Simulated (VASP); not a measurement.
A run of VASP 6.6.1 is set up as follows.

The input INCAR:

```
  ALGO = Normal
  EDIFF = 1E-6
  ENCUT = 520
  GGA = PE
  ISIF = 2
  ISMEAR = 0
  LASPH = T
  LCHARG = F
  LREAL = F
  LWAVE = F
  NBANDS = 32
  NELM = 100
  PREC = Accurate
  SIGMA = 0.1
```

The input KPOINTS:

```
k-points
0
Gamma
  4 4 4
```

File POSCAR:

```
Mo3S
1.0
    3.9132685004      0.0000000000      0.0000000000
    0.0000000000      3.9132685004      0.0000000000
    0.0000000000      0.0000000000      3.9132685004
Mo S
3 1
Direct
    0.0000000000      0.5000000000      0.5000000000
    0.5000000000      0.0000000000      0.5000000000
    0.5000000000      0.5000000000      0.0000000000
    0.0000000000      0.0000000000      0.0000000000
```

Potentials or basis: VASP PAW PBE potentials, release 64 (Mo_sv, S).

Run with:

```bash
$ cat potpaw_PBE.64/Mo_sv/POTCAR potpaw_PBE.64/S/POTCAR > POTCAR
$ mpirun -np 1 vasp_std > vasp.out
```

Q: What does it give for the pressure?

A: 0.6 GPa.

Q: What does it give for the band gap on the k mesh?

A: None (metal or under the smearing width).

Caveat: the k mesh is coarse (spacing up to 0.40 Å⁻¹), so the values aren't converged.
